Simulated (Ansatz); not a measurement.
Zincblende CdSe, relaxed with r2SCAN in the PAW code Ansatz: it is cubic, F-43m (No. 216); conventional cell a = 6.136 Å, 28.87 Å³ an atom. Cd is surrounded by 4 Se at 2.66 Å; Se is surrounded by 4 Cd at 2.66 Å. It was then strained (uniaxial along z, other directions held), atoms relaxed again within the symmetry left. Unstrained, HSE06 gives 1.483 eV (Γ, 6×6×6 mesh), and the band edges keep their places in every row. Only one sign of strain is shown, since it lowers the symmetry, and equivalent edge states can then move with another slope on the other side. Stress is positive in compression. No spin polarisation and no zero-point or thermal motion.

Axes as in this cell:
```xyz
2
Lattice="0.0000 3.0678 3.0678 3.0678 0.0000 3.0678 3.0678 3.0678 0.0000" Properties=species:S:1:pos:R:3 pbc="T T T"
Cd    0.0000    0.0000    0.0000
Se    1.5339    1.5339    1.5339
```

```csv
strain (%),ε,"ΔE_g, HSE06 (eV)","Δσ_zz, r2SCAN (GPa)"
+1.0,+0.0100,-0.036,-0.62
+2.0,+0.0200,-0.072,-1.23
+3.0,+0.0300,-0.108,-1.83
+4.0,+0.0400,-0.145,-2.41
```

**Fit ΔE_g = a x + b x² to these rows by least squares, with x = ε.** The normal equations take Σx² = 3.000e-03, Σx³ = 1.000e-04, Σx⁴ = 3.540e-06, ΣxΔE = -1.084e-02 and Σx²ΔE = -3.616e-04, and give a = -3.57 eV, b = -1.3 eV; the largest residual is 0.000 eV.

**Fit the change of σ_zz in the same way.** Δσ_zz = -62.8 x + (63) x² GPa. The slope, 63 GPa, is C₁₁ in these axes.

**Predict the withheld row at +2.3 % (x = +0.0230).** ΔE_g ≈ -3.57 × (+0.0230) + (-1.3) × (+0.0230)² = -0.083 eV, and Δσ_zz ≈ -1.41 GPa. The runs give -0.082 eV and -1.41 GPa, off by +0.001 eV and 0.00 GPa.

The runs are scalar-relativistic, without spin-orbit coupling.
